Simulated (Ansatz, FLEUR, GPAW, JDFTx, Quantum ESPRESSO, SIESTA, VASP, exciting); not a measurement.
**One calculation of BN, 10 ways**

```xyz
2
Lattice="0.0000 1.8130 1.8130 1.8130 0.0000 1.8130 1.8130 1.8130 0.0000" Properties=species:S:1:pos:R:3 pbc="T T T"
N     0.9065    0.9065    0.9065
B     0.0000    0.0000    0.0000
```

The cell is a database's computed one, not the measured one.

Alike in all runs: task band structure; functional PBE; k mesh 13 × 13 × 13; occupations fermi-dirac, width 0.05 eV; no spin polarisation; no spin-orbit coupling. Pressure is positive in compression and, in plane waves, holds the error of the finite cutoff, which Ansatz's Pulay term estimates and takes out. Gaps are the smaller of the mesh's and the band path's.

```tsv
program and potentials	plane-wave cutoff (eV)	notes	band gap (eV)	pressure (GPa)
Ansatz, Ansatz PAW	420	Pulay term of +1.05 GPa included	4.46	-0.40
Ansatz, all-electron LAPW, scalar-relativistic	-	-	4.46	-0.41
FLEUR, all-electron, FLAPW	-	-	4.46	-
VASP, PBE PAW files B_GW, N_GW, 550 eV	550	-	4.45	-0.51
JDFTx, PseudoDojo-SR-PBE-0.5-standard	1143	-	4.52	-
GPAW, GPAW PAW data sets (gpaw-data 1.2.1)	800	-	4.46	-1.60
Quantum ESPRESSO, PseudoDojo 0.4.1 SR PBE standard	1143	-	?	?
exciting, all-electron LAPW+lo, shipped species files, valence relativity iora*	-	-	4.46	-
SIESTA, files PseudoDojo sr-pbe-0.4.1-standard, DZP (energy shift 0.003 Ry)	-	atomic basis	4.56	2.60
VASP, PBE PAW files B, N, 500 eV	500	-	4.45	-0.20
```

Problem. Estimate from the other rows what the run with Quantum ESPRESSO, PseudoDojo 0.4.1 SR PBE standard gave.

Solution. Band gap 4.52 eV; pressure -0.79 GPa. The other rows, which needn't bracket it: band gap 4.45 to 4.56; pressure -1.60 to 2.60.
